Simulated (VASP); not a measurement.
**Ga: single point with r2SCAN**

The system is Ga.

```xyz
4
Lattice="2.2160 -3.7990 0.0000 2.2160 3.7990 0.0000 0.0000 0.0000 4.5555" Properties=species:S:1:pos:R:3 pbc="T T T"
Ga    2.2160   -1.1830    1.8924
Ga    2.2160   -2.6160    4.1701
Ga    2.2160    1.1830    2.6631
Ga    2.2160    2.6160    0.3854
```

```yaml
Program: VASP 6.6.1
Task: single point
Functional: r2SCAN
Potentials_or_basis: VASP PAW PBE potentials, release 64 (Ga_d)
Cutoff: 520 eV
k_mesh: 6 × 6 × 4
Occupations: gaussian, width 0.1 eV
Spin: no spin polarisation
Dipole_correction: no
Further_INCAR_settings: ALGO = Normal; EDIFF = 1e-06; NBANDS = 34
```

```json
{
  "Pressure": "0.0 GPa",
  "Largest force": "0.030 eV/Å",
  "Band gap on the k mesh": "none (metal or under the smearing width)"
}
```

Forces on the atoms (eV/Å):
```
Ga   0.000 -0.017 -0.025
Ga   0.000  0.017 -0.025
Ga   0.000  0.017  0.025
Ga   0.000 -0.017  0.025
```

Stress tensor (GPa, compression positive):
```
 0.56  0.00  0.00
 0.00 -0.01  0.00
 0.00  0.00 -0.44
```

Levels at points of the mesh, in eV from the Fermi level:
| k point | band 24 | band 25 | band 26 | band 27 | band 28 | band 29 |
| --- | --- | --- | --- | --- | --- | --- |
| (0.00, 0.00, 0.00) | -1.81 | -1.35 | -0.83 | 1.06 | 1.25 | 1.25 |
| (0.50, 0.00, 0.00) | -3.58 | -1.64 | -1.64 | 0.81 | 0.81 | 4.43 |
| (0.50, 0.50, 0.00) | -3.43 | -1.97 | -1.80 | 1.13 | 1.17 | 3.80 |
| (0.00, 0.00, 0.50) | -0.02 | 0.03 | 0.03 | 0.33 | 0.33 | 2.17 |
| (0.50, 0.00, 0.50) | -6.61 | -1.67 | -1.67 | 0.74 | 0.74 | 7.76 |
| (0.50, 0.50, 0.50) | -5.61 | -1.33 | -1.33 | -0.69 | -0.69 | 6.90 |

Wall time 7.4 min on 1 thread of AMD EPYC 7R13 Processor (Zen 3), with other jobs on the host, peak memory 0.22 GiB.

Caveat: the PAW data sets were made with another functional, which shifts forces and pressure a little.
